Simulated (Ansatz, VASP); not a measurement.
**Cd in VASP and in Ansatz**

INCAR

```
SYSTEM = Cd
PREC = Accurate
ENCUT = 520
EDIFF = 1E-6
ISMEAR = 1
SIGMA = 0.05
LREAL = .False.
LASPH = .True.
NELM = 150
ALGO = Normal
ISIF = 2
LWAVE = .False.
LCHARG = .False.
MAGMOM = 0 0 0.5
LORBIT = 11
LSORBIT = .True.
GGA_COMPAT = .False.
LORBMOM = .True.
GGA = PS
IVDW = 13
NBANDS = 23
```

File KPOINTS:

```
Automatic mesh
0
Gamma
  8 8 8
  0 0 0
```

File POSCAR:

```
Cd
1.0
    0.0000000000      2.1728686822      2.1728686822
    2.1728686822      0.0000000000      2.1728686822
    2.1728686822      2.1728686822      0.0000000000
Cd
1
Direct
    0.0000000000      0.0000000000      0.0000000000
```

input.yaml

```yaml
crystal:
  lattice:
    - [0.0, 2.1728686822, 2.1728686822]
    - [2.1728686822, 0.0, 2.1728686822]
    - [2.1728686822, 2.1728686822, 0.0]
  atoms:
    - { symbol: Cd, position: [0.0, 0.0, 0.0], spin: 0.5, spin_axis: [0.0, 0.0, 1.0] }
kpoints:
  mp_grid: { grid: [8, 8, 8] }
scf:
  occupations: { method: methfessel_paxton, width: 0.05 }
hamiltonian:
  xc: pbesol
  dispersion: d4
  pseudopotentials: { kind: all_electron, lapw: { basis_error: 0.001 } }
magnetization:
  noncollinear: true
  spin_orbit: true
output:
  forces: true
  stress: true
  eigenvalues: true
```

Change from the starting cell: volume scaled by 0.94.

Alike in both runs: task single point; functional PBEsol; dispersion D4; k mesh 8 × 8 × 8; occupations methfessel-paxton of order 1, width 0.05 eV; non-collinear spin, spin-orbit coupling.

|  | VASP | Ansatz |
| --- | --- | --- |
| version | VASP 6.6.1 | Ansatz 0.2.0 |
| potentials or method | VASP PAW PBE potentials, release 64 (Cd) | all-electron LAPW, relativistic spinors |
| plane-wave cutoff (eV) | 520 | see its input |

Ansatz gave:

```
gap on the k mesh at the Fermi level (eV) : none
pressure (GPa)                            : -0.6
net moment per atom (μB)                  : 0.00
dispersion energy (meV/atom)              : -248.5
```

Q: What did VASP give for the same quantities?

A: gap on the k mesh at the Fermi level (eV): none; pressure (GPa): -0.1; net moment per atom (μB): 0.00; dispersion energy (meV/atom): -248.3.

A gap of «none» marks a metal or a gap that the smearing closes. Ansatz ran all-electron here, so the differences hold the error of VASP's frozen core and of both bases.

Caveats: the PAW data sets were made with another functional, which shifts forces and pressure a little (VASP); the k mesh is thin for a metal, which can move the energy by tens of meV per atom (Ansatz); pairwise dispersion overbinds metals, which lowers pressure and volume (Ansatz); the starting moments weren't kept (Ansatz).
